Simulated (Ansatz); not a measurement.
InAs on a mismatched substrate

The calculation used DFT PBEsol, scalar-relativistic, plane waves, PAW (Ansatz 0.2.0). Settings: 420 eV cutoff, 12×12×10 k-mesh, Gaussian smearing of 0.10 eV, no spin polarisation.

Reference structure (relaxed):

```
CELL_PARAMETERS angstrom
3.04358 3.04358 0.00000
-3.04358 3.04358 0.00000
0.00000 0.00000 6.08715
ATOMIC_POSITIONS crystal
In 0.50000 0.00000 0.25000
In 0.00000 0.50000 0.75000
As 0.00000 0.00000 0.00000
As 0.50000 0.50000 0.50000
```

The a-b plane is strained alike in both directions, as on a substrate, while c and the atoms relax within the symmetry that the strain leaves. Stress is positive in compression; energies are free energies at the smearing used, per atom. Filled and empty bands just touch here, as in a zero-gap semiconductor; spin-orbit coupling, left out, could open a gap.

| strain (%) | c (Å) | σ in plane (GPa) | ΔE (meV/atom) |
| --- | --- | --- | --- |
| -3.0 | 6.2870 | 2.43 | 12.44 |
| -2.0 | 6.2209 | 1.57 | 5.41 |
| -1.0 | 6.1542 | 0.76 | 1.32 |
| +0.0 | 6.0872 | 0.00 | 0.00 |
| +1.0 | 6.0176 | -0.71 | 1.26 |
| +2.0 | 5.9476 | -1.37 | 4.92 |
| +3.0 | 5.8763 | -2.00 | 10.84 |

**Question.** Get the biaxial modulus twice, from the stresses and from the energies of the innermost pair.

**Answer.** From stress: M = −Δσ/Δε = (0.76 − (-0.71)) / 0.020 = 73 GPa. Two in-plane directions each store σε/2, so the energy density is Mε²: M = (mean ΔE)/(V ε²) = 1.29 meV / (28.194 Å³ × 0.010²) × 0.16022 GPa Å³/meV = 73 GPa. The two agree.

**Question.** How well does Mε², with M from the stresses, predict the outermost points?

**Answer.** 11.6 meV predicted against 12.4 computed at -3.0 %; 11.6 meV predicted against 10.8 computed at +3.0 %. Compression costs more than stretching, the usual sign of bonds that stiffen as they shorten.

**Question.** How does c respond, and up to what thickness can a film with 1 % or 2 % misfit stay coherent on a thick substrate?

**Answer.** c answers with ε_c = −1.12 ε. In an isotropic solid that ratio is 2ν/(1 − ν), so ν = r/(2 + r) = 0.36. A film of thickness h stores Mε²h per area, 7.3 mJ/m² per nm at 1 %. The Matthews–Blakeslee balance for pure edge misfit dislocations, h = b/(8πf(1 + ν)) × (ln(h/b) + 1), with b taken as the in-plane vector a = 4.30 Å, solved by iteration, gives 4.1 nm at f = 1 % and 1.3 nm at 2 %. This is an isotropic estimate in which the moduli cancel; the real Burgers vector, glide system, anisotropy and slow kinetics can shift it by a factor of a few, mostly upward.